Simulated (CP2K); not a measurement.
Crystal: Al2O3.

```
CELL_PARAMETERS angstrom
4.61378 0.00000 0.00000
0.00000 9.56328 0.00000
0.00000 0.00000 3.11986
ATOMIC_POSITIONS crystal
Al 0.98298 0.82457 0.00000
Al 0.01702 0.17543 0.00000
Al 0.48297 0.67543 0.50000
Al 0.51702 0.32457 0.50000
O 0.50000 0.50000 0.50000
O 0.12363 0.75305 0.50000
O 0.37637 0.25305 0.00000
O 0.62364 0.74695 0.00000
O 0.00000 0.00000 0.00000
O 0.87636 0.24695 0.50000
```

Measurements of this composition are mostly on another form, of space group No. 167.

Base run:

| Item | Value |
| --- | --- |
| Program | CP2K 2026.2 |
| Functional | PW91 |
| Potentials or basis | POTENTIAL_UZH Al GTH-PBE-q3, O GTH-PBE-q6; DZVP-MOLOPT-PBE-GTH basis |
| Density cutoff | 11565 eV |
| k mesh | 5 × 2 × 7 |
| Occupations | fermi-dirac, width 0.05 eV |
| Spin | no spin polarisation |

Its results: band gap on the k mesh 3.56 eV, direct; pressure -0.7 GPa; largest force 0.170 eV/Å.

Problem. After a change of settings the same cell gave: band gap on the k mesh 3.33 eV, direct; pressure -1.2 GPa; largest force 0.148 eV/Å. Which change was it?
A. functional from PW91 to OLYP
B. functional from PW91 to LDA
C. functional from PW91 to RPBE
D. functional from PW91 to r2SCAN

Solution. B.

LDA binds more tightly than PW91, so the same cell stands under less pressure.

Caveats: the potentials were made for another functional, which shifts forces and pressure; the basis of atomic orbitals isn't converged, which shifts pressures, moduli and gaps.

Runs at the PBE level aren't shown here.
